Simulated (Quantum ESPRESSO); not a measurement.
# Yb (Fm-3m) in Quantum ESPRESSO: notebook

Aim: see how the results for Yb move with the level of theory and the settings. Levels: LDA, LDA+U. Tasks: real-space fields, single point, equation of state.

All numbers are computed with Quantum ESPRESSO 7.5; they aren't measurements. Logs are shortened: lines on timing, memory, paths and dates and some standing lists are left out, and cuts for length are marked.

**1. The crystal as given**

Symmetry: Fm-3m, No. 225, cubic system. The conventional cell has a = 5.486 Å, b = 5.486 Å, c = 5.486 Å, α = 90.00°, β = 90.00°, γ = 90.00°. Around Yb (site symmetry m-3m) lie 12 Yb at 3.88 Å.

**2. Real-space fields, LDA, collinear spin, ferromagnetic start (volume scaled by 1.25)**

Contents of pw.in:

```
&CONTROL
  calculation = 'scf'
  prefix = 'pwscf'
  outdir = './tmp'
  pseudo_dir = './pseudo'
  tprnfor = .true.
  tstress = .true.
  disk_io = 'low'
/
&SYSTEM
  ibrav = 0
  nat = 1
  ntyp = 1
  ecutwfc = 50
  ecutrho = 300
  nbnd = 22
  occupations = 'smearing'
  smearing = 'mv'
  degauss = 0.00999582
  nspin = 2
  starting_magnetization(1) = 0.0417
/
&ELECTRONS
  conv_thr = 2d-10
  electron_maxstep = 120
  mixing_beta = 0.3
  mixing_mode = 'TF'
/
ATOMIC_SPECIES
Yb   173.0540 Yb.LDA_PW-JTH.UPF
CELL_PARAMETERS angstrom
   0.0000000000    2.9549148991    2.9549148991
   2.9549148991    0.0000000000    2.9549148991
   2.9549148991    2.9549148991    0.0000000000
ATOMIC_POSITIONS crystal
Yb     0.0000000000    0.0000000000    0.0000000000
K_POINTS automatic
8 8 8 0 0 0
```

Contents of pp_density.in:

```
&INPUTPP
  prefix = 'pwscf'
  outdir = './tmp'
  filplot = 'density.dat'
  plot_num = 0
/
&PLOT
  nfile = 1
  filepp(1) = 'density.dat'
  iflag = 3
  output_format = 6
  fileout = 'density.cube'
/
```

Contents of pp_potential.in:

```
&INPUTPP
  prefix = 'pwscf'
  outdir = './tmp'
  filplot = 'potential.dat'
  plot_num = 11
/
&PLOT
  nfile = 1
  filepp(1) = 'potential.dat'
  iflag = 3
  output_format = 6
  fileout = 'potential.cube'
/
```

Contents of pp_spin.in:

```
&INPUTPP
  prefix = 'pwscf'
  outdir = './tmp'
  filplot = 'spin.dat'
  plot_num = 6
/
&PLOT
  nfile = 1
  filepp(1) = 'spin.dat'
  iflag = 3
  output_format = 6
  fileout = 'spin.cube'
/
```

Potentials or basis: JTH 2.0 LDA.

On the command line:

```
> OMP_NUM_THREADS=1 pw.x -in pw.in > pw.out
> OMP_NUM_THREADS=1 pp.x -in pp_density.in > pp_density.out
> OMP_NUM_THREADS=1 pp.x -in pp_potential.in > pp_potential.out
> OMP_NUM_THREADS=1 pp.x -in pp_spin.in > pp_spin.out
```

pw.out:

```text
This program is part of the open-source Quantum ESPRESSO suite
     for quantum simulation of materials; please cite
         "P. Giannozzi et al., J. Phys.:Condens. Matter 21 395502 (2009);
         "P. Giannozzi et al., J. Phys.:Condens. Matter 29 465901 (2017);
         "P. Giannozzi et al., J. Chem. Phys. 152 154105 (2020);
     in publications or presentations arising from this work. More details at

     file Yb.LDA_PW-JTH.UPF: wavefunction(s)  5S 6S 5P 0P 5D 0D 4F 0F renormalized
     Message from routine setup:
     using ibrav=0 with symmetry is DISCOURAGED, use correct ibrav instead

     G-vector sticks info
     --------------------
     sticks:   dense  smooth     PW     G-vecs:    dense   smooth      PW
     Sum        1285     847    253                30587    16529    2733

     Using Slab Decomposition

     bravais-lattice index     =            0
     lattice parameter (alat)  =       7.8969  a.u.
     unit-cell volume          =     348.2263 (a.u.)^3
     number of atoms/cell      =            1
     number of atomic types    =            1
     number of electrons       =        24.00
     number of Kohn-Sham states=           22
     kinetic-energy cutoff     =      50.0000  Ry
     charge density cutoff     =     300.0000  Ry
     scf convergence threshold =      2.0E-10
     mixing beta               =       0.3000
     number of iterations used =            8  TF        mixing
     Exchange-correlation= SLA PW NOGX NOGC
                           (   1   4   0   0   0   0   0)

     celldm(1)=   7.896940  celldm(2)=   0.000000  celldm(3)=   0.000000
     celldm(4)=   0.000000  celldm(5)=   0.000000  celldm(6)=   0.000000

     crystal axes: (cart. coord. in units of alat)
               a(1) = (   0.000000   0.707107   0.707107 )
               a(2) = (   0.707107   0.000000   0.707107 )
               a(3) = (   0.707107   0.707107   0.000000 )

     reciprocal axes: (cart. coord. in units 2 pi/alat)
               b(1) = ( -0.707107  0.707107  0.707107 )
               b(2) = (  0.707107 -0.707107  0.707107 )
               b(3) = (  0.707107  0.707107 -0.707107 )

     PseudoPot. # 1 for Yb read from file:
     Yb.LDA_PW-JTH.UPF
     Pseudo is Projector augmented-wave + core cor, Zval = 24.0
     Generated using ATOMPAW code
     Shape of augmentation charge: SINC**2
     Using radial grid of 1117 points,  8 beta functions with:
                l(1) =   0
                l(2) =   0
                l(3) =   1
                l(4) =   1
                l(5) =   2
                l(6) =   2
                l(7) =   3
                l(8) =   3
     Q(r) pseudized with 0 coefficients

     atomic species   valence    mass     pseudopotential
     Yb               24.00   173.05400     Yb( 1.00)

     Starting magnetic structure
     atomic species   magnetization
     Yb              0.042

     48 Sym. Ops., with inversion, found

[... 40 lines left out ...]

     Generating pointlists ...
     new r_m :   0.4125 (alat units)  3.2575 (a.u.) for type    1

     Initial potential from superposition of free atoms

     starting charge      23.9968, renormalised to      24.0000
     Starting wfcs are   32 randomized atomic wfcs

     Self-consistent Calculation

     iteration #  1     ecut=    50.00 Ry     beta= 0.30
     Davidson diagonalization with overlap
     ethr =  1.00E-02,  avg # of iterations =  8.8

     Threshold (ethr) on eigenvalues was too large:
     Diagonalizing with lowered threshold

     Davidson diagonalization with overlap
     ethr =  5.26E-04,  avg # of iterations =  2.9

     total energy              =    -993.89114126 Ry
     estimated scf accuracy    <       0.12977605 Ry
[... 91 lines left out ...]
     total magnetization       =     0.00 Bohr mag/cell
     absolute magnetization    =     0.01 Bohr mag/cell

[... 57 further cycles ...]
     iteration # 68     ecut=    50.00 Ry     beta= 0.30
     Davidson diagonalization with overlap
     ethr =  4.32E-11,  avg # of iterations =  4.8
     Minimization algorithm failed to find Fermi energy: reverting to bisection
     Possible cause: smearing is larger than the electronic band-gap.
[... 103 lines left out ...]
     iteration # 77     ecut=    50.00 Ry     beta= 0.30
     Davidson diagonalization with overlap
     ethr =  1.06E-12,  avg # of iterations =  4.8
     Minimization algorithm failed to find Fermi energy: reverting to bisection
     Possible cause: smearing is larger than the electronic band-gap.

     Magnetic moment per site  (integrated on atomic sphere of radius R)
     atom   1 (R=0.413)  charge= 23.0137  magn=  0.0001

     End of self-consistent calculation

 ------ SPIN UP ------------

          k = 0.0000 0.0000 0.0000 (  2085 PWs)   bands (ev):

   -44.1181 -16.4390 -16.4390 -16.4390   3.7242   7.8824   7.9204   7.9204
     7.9204   7.9824   7.9824   7.9824  10.4516  10.4516  10.4516  11.8529
    11.8529  16.4221  18.0923  18.0923  18.0923  19.6815
[... 153 lines left out ...]
   -44.1149 -16.5057 -16.4940 -16.4644   7.4236   7.8994   7.9212   7.9259
     7.9310   7.9393   7.9653   7.9794   8.7682   8.8363  10.7358  12.0927
    12.3884  14.0816  14.6413  16.5220  18.8912  20.9573

          k =-0.7071 0.1768-0.0000 (  2082 PWs)   bands (ev):

   -44.1147 -16.5189 -16.4818 -16.4744   7.6276   7.9126   7.9228   7.9253
     7.9279   7.9495   7.9647   7.9912   8.6011   8.9962  10.8977  12.7287
    13.1684  13.3482  13.6593  15.1643  19.2557  20.9301

          k =-0.7071 0.3536 0.0000 (  2120 PWs)   bands (ev):

   -44.1147 -16.5004 -16.5004 -16.4746   7.8830   7.9088   7.9271   7.9271
     7.9303   7.9303   7.9646   8.3417   8.7663   8.7663   9.6849  12.7420
    13.1706  13.6265  13.6265  15.8641  20.5409  21.2414

 ------ SPIN DOWN ----------

          k = 0.0000 0.0000 0.0000 (  2085 PWs)   bands (ev):

   -44.1181 -16.4390 -16.4390 -16.4390   3.7242   7.8824   7.9205   7.9205
     7.9205   7.9824   7.9824   7.9824  10.4516  10.4516  10.4516  11.8529
    11.8529  16.4221  18.0922  18.0922  18.0922  19.6814
[... 153 lines left out ...]
   -44.1149 -16.5057 -16.4940 -16.4644   7.4236   7.8994   7.9213   7.9259
     7.9309   7.9392   7.9653   7.9795   8.7682   8.8363  10.7357  12.0927
    12.3884  14.0816  14.6413  16.5220  18.8911  20.9573

          k =-0.7071 0.1768-0.0000 (  2082 PWs)   bands (ev):

   -44.1146 -16.5189 -16.4818 -16.4743   7.6275   7.9127   7.9228   7.9253
     7.9279   7.9496   7.9646   7.9912   8.6011   8.9962  10.8977  12.7287
    13.1684  13.3482  13.6593  15.1643  19.2557  20.9301

          k =-0.7071 0.3536 0.0000 (  2120 PWs)   bands (ev):

   -44.1146 -16.5004 -16.5004 -16.4746   7.8829   7.9089   7.9271   7.9271
     7.9304   7.9304   7.9646   8.3416   8.7662   8.7662   9.6849  12.7420
    13.1706  13.6265  13.6265  15.8641  20.5409  21.2414

     the Fermi energy is     8.0708 ev

!    total energy              =    -993.96746576 Ry
     total all-electron energy =      -993.967466 Ry
     estimated scf accuracy    <          1.5E-10 Ry
     smearing contrib. (-TS)   =       0.01273231 Ry
     internal energy E=F+TS    =    -993.98019807 Ry

     The total energy is F=E-TS. E is the sum of the following terms:
     one-electron contribution =    -451.63643673 Ry
     hartree contribution      =     156.85218382 Ry
     xc contribution           =     -33.95804423 Ry
     ewald contribution        =    -236.46938304 Ry
     one-center paw contrib.   =    -428.76851788 Ry

     total magnetization       =     0.00 Bohr mag/cell
     absolute magnetization    =     0.00 Bohr mag/cell

     convergence has been achieved in  77 iterations

     Forces acting on atoms (cartesian axes, Ry/au):

     atom    1 type  1   force =     0.00000000    0.00000000    0.00000000

     Total force =     0.000000     Total SCF correction =     0.000000

     Computing stress (Cartesian axis) and pressure

          total   stress  (Ry/bohr**3)                   (kbar)     P=      -54.88
  -0.00037310   0.00000000  -0.00000000          -54.88        0.00       -0.00
   0.00000000  -0.00037310   0.00000000            0.00      -54.88        0.00
  -0.00000000   0.00000000  -0.00037310           -0.00        0.00      -54.88

=------------------------------------------------------------------------------=
   JOB DONE.
=------------------------------------------------------------------------------=
```

pp_density.out:

```text
This program is part of the open-source Quantum ESPRESSO suite
     for quantum simulation of materials; please cite
         "P. Giannozzi et al., J. Phys.:Condens. Matter 21 395502 (2009);
         "P. Giannozzi et al., J. Phys.:Condens. Matter 29 465901 (2017);
         "P. Giannozzi et al., J. Chem. Phys. 152 154105 (2020);
     in publications or presentations arising from this work. More details at

     file Yb.LDA_PW-JTH.UPF: wavefunction(s)  5S 6S 5P 0P 5D 0D 4F 0F renormalized

     IMPORTANT: XC functional enforced from input :
     Exchange-correlation= PW
                           (   1   4   0   0   0   0   0)
     Any further DFT definition will be discarded
     Please, verify this is what you really want

     G-vector sticks info
     --------------------
     sticks:   dense  smooth     PW     G-vecs:    dense   smooth      PW
     Sum        1285     847    253                30587    16529    2733

     Using Slab Decomposition

     Calling punch_plot, plot_num =   0
     Writing data to file  density.dat
     Reading data from file  density.dat

     Writing data to be plotted to file density.cube
     Plot Type: 3D                     Output format: Gaussian cube

=------------------------------------------------------------------------------=
   JOB DONE.
=------------------------------------------------------------------------------=
```

pp_potential.out:

```text
This program is part of the open-source Quantum ESPRESSO suite
     for quantum simulation of materials; please cite
         "P. Giannozzi et al., J. Phys.:Condens. Matter 21 395502 (2009);
         "P. Giannozzi et al., J. Phys.:Condens. Matter 29 465901 (2017);
         "P. Giannozzi et al., J. Chem. Phys. 152 154105 (2020);
     in publications or presentations arising from this work. More details at

     file Yb.LDA_PW-JTH.UPF: wavefunction(s)  5S 6S 5P 0P 5D 0D 4F 0F renormalized

     IMPORTANT: XC functional enforced from input :
     Exchange-correlation= PW
                           (   1   4   0   0   0   0   0)
     Any further DFT definition will be discarded
     Please, verify this is what you really want

     G-vector sticks info
     --------------------
     sticks:   dense  smooth     PW     G-vecs:    dense   smooth      PW
     Sum        1285     847    253                30587    16529    2733

     Using Slab Decomposition

     Calling punch_plot, plot_num =  11
     Writing data to file  potential.dat
     Reading data from file  potential.dat

     Writing data to be plotted to file potential.cube
     Plot Type: 3D                     Output format: Gaussian cube

=------------------------------------------------------------------------------=
   JOB DONE.
=------------------------------------------------------------------------------=
```

Wall time 7 min (1 thread of Arm Neoverse V1, shared host); peak memory 0.36 GiB.

What came out:

| Quantity | Value |
| --- | --- |
| Free energy | -13523.6163 eV |
| Pressure | -5.5 GPa |
| Band gap on the k mesh | none (metal or under the smearing width) |
| Net moment | 0.00 μB per cell |
| Absolute moment | 0.00 μB per cell |
| Valence electrons inside the program's atomic spheres | Yb 23.01 |

Caveat: spin-orbit coupling is left out, which moves the levels of the heavy elements. The state reached can hang on the start; a lower one may exist.

(Continued in part 2 of 2.)
